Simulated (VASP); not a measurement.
# Ti (P6/mmm) in VASP: notebook

One crystal, Ti, is run at these levels: r2SCAN; tasks: single point.

All numbers are computed with VASP 6.6.1; they aren't measurements. Logs are shortened: lines on timing, memory, paths and dates and some standing lists are left out, and cuts for length are marked.

## Step 1: The structure

It takes space group P6/mmm (No. 191, hexagonal). Conventional cell: a = 4.568 Å, b = 4.568 Å, c = 2.825 Å, α = 90.00°, β = 90.00°, γ = 120.00°. Around Ti (site symmetry 6/mmm) lie 14 Ti at 2.82 to 2.99 Å. Around Ti (site symmetry -6m2) lie 11 Ti at 2.64 to 2.99 Å.

This isn't the form of Ti at room conditions, which is hcp.

## Step 2: Single point, r2SCAN

The input, POSCAR:

```
Ti
1.0
    4.5680217097      0.0000000000      0.0000000000
   -2.2840108548      3.9560228456      0.0000000000
    0.0000000000      0.0000000000      2.8245629494
Ti
3
Direct
    0.0000000000      0.0000000000      0.0000000000
    0.3333333333      0.6666666667      0.5000000000
    0.6666666667      0.3333333333      0.5000000000
```

The input, INCAR.step1:

```
SYSTEM = Ti
ALGO     = Normal         ! electronic algorithm
EDIFF    = 1E-4           ! SCF threshold, eV
ENCUT    = 520            ! plane-wave cutoff, eV
GGA      = PE             ! functional
ISMEAR   = 0              ! smearing method
LASPH    = .TRUE.         ! aspherical terms in the spheres
LCHARG   = .FALSE.        ! write CHGCAR
LREAL    = .FALSE.        ! projectors in reciprocal space
LWAVE    = .TRUE.         ! write WAVECAR
NBANDS   = 25             ! bands
NELM     = 100            ! most SCF steps
PREC     = Accurate       ! precision mode
SIGMA    = 0.1            ! smearing width, eV
```

The input, INCAR.step2:

```
SYSTEM = Ti
ALGO     = Normal         ! electronic algorithm
EDIFF    = 1E-6           ! SCF threshold, eV
ENCUT    = 520            ! plane-wave cutoff, eV
ISIF     = 2              ! what is computed and relaxed
ISMEAR   = 0              ! smearing method
ISTART   = 1            
LASPH    = .TRUE.         ! aspherical terms in the spheres
LCHARG   = .TRUE.         ! write CHGCAR
LELF     = .TRUE.         ! ELF
LMIXTAU  = .TRUE.       
LREAL    = .FALSE.        ! projectors in reciprocal space
LVHAR    = .TRUE.       
LWAVE    = .FALSE.        ! write WAVECAR
METAGGA  = R2SCAN         ! meta-GGA
NBANDS   = 25             ! bands
NELM     = 100            ! most SCF steps
PREC     = Accurate       ! precision mode
SIGMA    = 0.1            ! smearing width, eV
```

The input, KPOINTS:

```
k-points
0
G
  12 12 14
  0 0 0
```

Potentials or basis: VASP PAW PBE potentials, release 64 (Ti_sv).

Run with:

```bash
$ cat potpaw_PBE.64/Ti_sv/POTCAR > POTCAR
$ cp INCAR.step1 INCAR
$ mpirun -np 1 vasp_std > vasp.out
$ cp INCAR.step2 INCAR
$ mpirun -np 1 vasp_std > vasp.out
```

OUTCAR:

```text
SYSTEM = Ti
   EDIFF = 1E-6
   ENCUT = 520
   ISIF = 2
   ISMEAR = 0
   ISTART = 1
   LASPH = .TRUE.
   LREAL = .FALSE.
   METAGGA = R2SCAN
   NELM = 100
   PREC = Accurate

 ion  position               nearest neighbor table
   1  0.000  0.000  0.000-
   2  0.333  0.667  0.500-   3 2.64   3 2.64   3 2.64
   3  0.667  0.333  0.500-   2 2.64   2 2.64   2 2.64

  LATTYP: Found a hexagonal cell.
 ALAT       =     4.5680217097
 C/A-ratio  =     0.6183339592

  Lattice vectors:

 A1 = (   4.5680217097,   0.0000000000,   0.0000000000)
 A2 = (  -2.2840108548,   3.9560228456,   0.0000000000)
 A3 = (   0.0000000000,   0.0000000000,   2.8245629494)

Analysis of symmetry for initial positions (statically):
=====================================================================
 Subroutine PRICEL returns:
 Original cell was already a primitive cell.

 Routine SETGRP: Setting up the symmetry group for a
 hexagonal supercell.

 Subroutine GETGRP returns: Found 24 space group operations
 (whereof 24 operations were pure point group operations)
 out of a pool of 24 trial point group operations.

The static configuration has the point symmetry D_6h.

Analysis of symmetry for dynamics (positions and initial velocities):
=====================================================================
 Subroutine PRICEL returns:
 Original cell was already a primitive cell.

 Routine SETGRP: Setting up the symmetry group for a
 hexagonal supercell.

 Subroutine GETGRP returns: Found 24 space group operations
 (whereof 24 operations were pure point group operations)
 out of a pool of 24 trial point group operations.

The dynamic configuration has the point symmetry D_6h.

 Subroutine INISYM returns: Found 24 space group operations
 (whereof 24 operations are pure point group operations),
 and found     1 'primitive' translations

----------------------------------------------------------------------------------------

                                     Primitive cell

  volume of cell :      51.0432

  direct lattice vectors                    reciprocal lattice vectors
     4.568021710  0.000000000  0.000000000     0.218913145  0.126389563  0.000000000
    -2.284010855  3.956022846  0.000000000     0.000000000  0.252779127  0.000000000
     0.000000000  0.000000000  2.824562949     0.000000000  0.000000000  0.354037073

  length of vectors
     4.568021710  4.568021710  2.824562949     0.252779127  0.252779127  0.354037073

[... 81 lines left out ...]
   NELM   =    100;   NELMIN=  2; NELMDL=  0     # of ELM steps
   EDIFF  = 0.1E-05   stopping-criterion for ELM
   LREAL  =      F    real-space projection
   EDIFFG = 0.1E-04   stopping-criterion for IOM
   NSW    =      0    number of steps for IOM
   IBRION =     -1    ionic relax: 0-MD 1-quasi-New 2-CG
   NFREE  =      0    steps in history (QN), initial steepest desc. (CG)
   ISIF   =      2    stress and relaxation
   ISYM   =      2    0-nonsym 1-usesym 2-fastsym
   POTIM  = 0.5000    time-step for ionic-motion
   TEBEG  =    0.0;   TEEND  =   0.0 temperature during run
   PSTRESS=    0.0 pullay stress
   NELECT =      36.0000    total number of electrons
   NUPDOWN=      -1.0000    fix difference up-down
   EMIN   =  10.00;   EMAX   =-10.00  energy-range for DOS
   EFERMI =   0.00;   METHOD = LEGACY
   ISMEAR =     0;   SIGMA  =   0.10  broadening in eV -4-tet -1-fermi 0-gaus
   EFERMI_NEDOS =   21; number of points for ismear=-14 and -15
   IALGO  =     38    algorithm
   IMIX   =      4    mixing-type and parameters
     AMIX     =   0.40;   BMIX     =  1.00
     AMIX_MAG =   1.60;   BMIX_MAG =  1.00
  volume/ion in A,a.u.               =      17.01       114.82
  Fermi-wavevector in a.u.,A,eV,Ry     =   1.457235  2.753775 28.892432  2.123534
  Thomas-Fermi vector in A             =   2.574060
   LORBIT       =      0    0 simple, 1 ext, 2 COOP (PROOUT), +10 PAW based schemes
   METAGGA = R2SCAN    functional components
   LHFCALC =     F    Hartree Fock is set to
   AEXX    =    0.0000 exact exchange contribution
   IVDW    =     0    specifies the selected vdW correction
   LEPSILON=     F    determine dielectric tensor
   LRPA    =     F    only Hartree local field effects (RPA)
 non-spin polarized calculation
 Gauss-broadening in eV      SIGMA  =   0.10
  energy-cutoff  :      520.00
  volume of cell :       51.04
 maximum number of plane-waves:      1414
 NGX is ok and might be reduce to    36
   NGX = 17   NGY = 17   NGZ = 11

 number of electron      35.9999989 magnetization

 Free energy of the ion-electron system (eV)
  ---------------------------------------------------
  ext. energy  EPLUGINS =         0.00000000
  ---------------------------------------------------
  free energy    TOTEN  =       -38.90499506 eV

  energy without entropy =      -38.89458917  energy(sigma->0) =      -38.89979212

 E-fermi :   8.5062     XC(G=0): -12.5055

 val. band max:        8.5008274301   @ k =   0.4167   0.0000   0.0714
 cond. band min:       8.5095873244   @ k =   0.4167   0.0833   0.1429
 fundamental gap:      0.0087598943
 Fermi energy:         8.5061817714

 k-point     1 :       0.0000    0.0000    0.0000
  band No.  band energies     occupation
      1     -50.7497      2.00000
      2     -50.4973      2.00000
      3     -50.3292      2.00000
      4     -26.0172      2.00000
      5     -26.0171      2.00000
      6     -25.9426      2.00000
[... 661 lines left out ...]
     24      10.7524      0.00000
     25      11.3286      0.00000

 [... further k-points ...]

------------------------ aborting loop because EDIFF is reached ----------------------------------------

  FORCE on cell =-STRESS in cart. coord.  units (eV):
  Direction    XX          YY          ZZ          XY          YZ          ZX
  --------------------------------------------------------------------------------------
  -------------------------------------------------------------------------------------
  Total        0.1046641      0.1046641      0.0866422      0.0000000      0.0000000      0.0000000
  in kB        3.2852620      3.2852620      2.7195796      0.0000000      0.0000000      0.0000000
  external PRESSURE =       3.0967012 kB  Pullay stress =       0.0000000 kB

 VOLUME and BASIS-vectors are now :
 -----------------------------------------------------------------------------
  energy-cutoff  :      520.00
  volume of cell :       51.04
      direct lattice vectors                 reciprocal lattice vectors
     4.568021710  0.000000000  0.000000000     0.218913145  0.126389563  0.000000000
    -2.284010855  3.956022846  0.000000000     0.000000000  0.252779127  0.000000000
     0.000000000  0.000000000  2.824562949     0.000000000  0.000000000  0.354037073

 POSITION                                       TOTAL-FORCE (eV/Angst)
 -----------------------------------------------------------------------------------
      0.00000      0.00000      0.00000        -0.000000      0.000000      0.000000
     -0.00000      2.63735      1.41228        -0.000000      0.000000     -0.000000
      2.28401      1.31867      1.41228         0.000000     -0.000000      0.000000
 -----------------------------------------------------------------------------------
    total drift:                                0.000000      0.000000     -0.000000

  FREE ENERGIE OF THE ION-ELECTRON SYSTEM (eV)
  ---------------------------------------------------
  free  energy   TOTEN  =       -38.9049950602 eV

  energy  without entropy=      -38.8945891743  energy(sigma->0) =      -38.89979212
```

Wall time 4.7 min (1 thread of Intel Xeon 6975P-C (Granite Rapids), shared host); peak memory 0.28 GiB.

What came out:

- Free energy: -38.9050 eV
- Pressure: 0.3 GPa
- Band gap on the k mesh: none (metal or under the smearing width)

Caveat: the PAW data sets were made with another functional, which shifts forces and pressure a little.

## Step 3: Single point, r2SCAN

The input, POSCAR:

```
Ti
1.0
    4.5673748306      0.0000000000      0.0000000000
   -2.2836874153      3.9554626319      0.0000000000
    0.0000000000      0.0000000000      2.8262442700
Ti
3
Direct
    0.0000000000      0.0000000000      0.0000000000
    0.3333333300      0.6666666700      0.5000000000
    0.6666666700      0.3333333300      0.5000000000
```

The input, INCAR.step1:

```
PREC = Accurate ; ENCUT = 520
ISMEAR = 0 ; SIGMA = 0.1
LREAL = F ; LASPH = T
NELM = 100 ; NBANDS = 25
GGA = PE ; ALGO = Normal
EDIFF = 1E-4 ; LWAVE = T
LCHARG = F
```

The input, INCAR.step2:

```
PREC = Accurate ; ENCUT = 520
EDIFF = 1E-6 ; ISMEAR = 0
SIGMA = 0.1 ; LREAL = F
LASPH = T ; NELM = 100
ALGO = Normal ; ISIF = 2
LWAVE = F ; LCHARG = F
METAGGA = R2SCAN ; LMIXTAU = T
NBANDS = 25 ; ISTART = 1
```

The input, KPOINTS:

```
Automatic mesh
0
Gamma
  6 6 6
```

Potentials or basis: VASP PAW PBE potentials, release 64 (Ti_sv).

Run with:

```bash
$ cat potpaw_PBE.64/Ti_sv/POTCAR > POTCAR
$ cp INCAR.step1 INCAR
$ mpirun -np 1 vasp_std > vasp.out
$ cp INCAR.step2 INCAR
$ mpirun -np 1 vasp_std > vasp.out
```

Run time: 78 s. Hardware: 1 thread of Intel Xeon 6975P-C (Granite Rapids), shared host; peak memory 0.18 GiB.

Results (log left out):

| Property | Result |
| --- | --- |
| Free energy | -38.9132 eV |
| Pressure | 0.4 GPa |
| Band gap on the k mesh | none (metal or under the smearing width) |

Stress tensor (GPa, compression positive):
```
0.47 0.00 0.00
0.00 0.47 0.00
0.00 0.00 0.23
```

Levels at points of the mesh, in eV from the Fermi level:
| k point | band 14 | band 15 | band 16 | band 17 | band 18 | band 19 | band 20 | band 21 | band 22 | band 23 |
| --- | --- | --- | --- | --- | --- | --- | --- | --- | --- | --- |
| (0.00, 0.00, 0.00) | -2.03 | -0.79 | -0.79 | -0.77 | -0.77 | 0.03 | 0.82 | 1.44 | 1.44 | 1.95 |
| (0.50, 0.00, 0.00) | -3.86 | -2.77 | -0.42 | -0.34 | -0.34 | 0.09 | 0.64 | 0.94 | 1.15 | 2.05 |
| (0.00, 0.00, 0.50) | -2.21 | -2.21 | -1.99 | -1.78 | -1.78 | 1.13 | 1.13 | 1.39 | 1.39 | 3.19 |
| (0.50, 0.00, 0.50) | -2.25 | -1.83 | -1.28 | -0.86 | -0.76 | 0.45 | 0.91 | 0.92 | 1.16 | 2.39 |

Caveat: the k mesh is coarse (spacing up to 0.37 Å⁻¹), so the values aren't converged; the PAW data sets were made with another functional, which shifts forces and pressure a little.
